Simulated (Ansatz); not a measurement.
# Pressure against volume: MnSi

```yaml
crystal:
  lattice:
    - [0.00000, 2.42250, 2.42250]
    - [2.42250, 0.00000, 2.42250]
    - [2.42250, 2.42250, 0.00000]
  atoms:
    - { symbol: Mn, position: [0.00000, 0.00000, 0.00000] }
    - { symbol: Si, position: [0.50000, 0.50000, 0.50000] }
```

The cell was built from the rocksalt type and relaxed in the same program, and has space group Fm-3m; it needn't be a known or the stable phase.

The magnetic state is the one reached from the start moments; no search over orders was made, so it needn't be the ground state.

Levels of theory: DFT, PBE, all-electron LAPW, scalar-relativistic (Ansatz 0.2.0); DFT, PBE, PAW with Ansatz's default frozen-core files, scalar-relativistic (Ansatz 0.2.0).

For LAPW: a Γ-centred 15×15×15 k mesh, Fermi–Dirac smearing of 0.05 eV, basis error target 1 meV/atom, spin-polarised from start moments Mn1 4 μB. PAW takes a cutoff of 420 eV at this cell. The Ansatz runs share mesh, smearing and spin set-up. Plane-wave (PAW) pressures include the program's estimate of the Pulay term.

The cell above is scaled evenly, with fractional coordinates and shape held.

| V/V(cell) | V (Å³/atom) | P, LAPW (GPa) | P, PAW (GPa) | moment, LAPW (μB) | free energy over the lowest listed, PAW (meV/atom) |
| --- | --- | --- | --- | --- | --- |
| 0.9600 | 13.648 | ? | ? | ? | ? |
| 0.9800 | 13.932 | 2.18 | 2.15 | 2.42 | 1.9 |
| 1.0000 | 14.216 | 0.05 | 0.03 | 2.48 | 0.0 |
| 1.0200 | 14.501 | -1.67 | -1.69 | 2.55 | 1.5 |
| 1.0400 | 14.785 | -3.11 | -3.12 | 2.63 | 5.8 |

Question: Fill in the row V/V(cell) = 0.9600.

Answer: P, LAPW (GPa) = 4.65, P, PAW (GPa) = 4.59, moment, LAPW (μB) = 2.36, free energy over the lowest listed, PAW (meV/atom) = 7.8.

Question: What do Birch–Murnaghan fits to the pressures give?

Answer: LAPW: V0 = 14.23 Å³/atom, B0 = 95 GPa, B0′ = 8.1; PAW: V0 = 14.22 Å³/atom, B0 = 95 GPa, B0′ = 8.1.

PAW's V0 lies -0.03 % from the all-electron value and its B0 -0.2 %. Symmetry fixes shape and coordinates here, so this is the relaxed modulus.
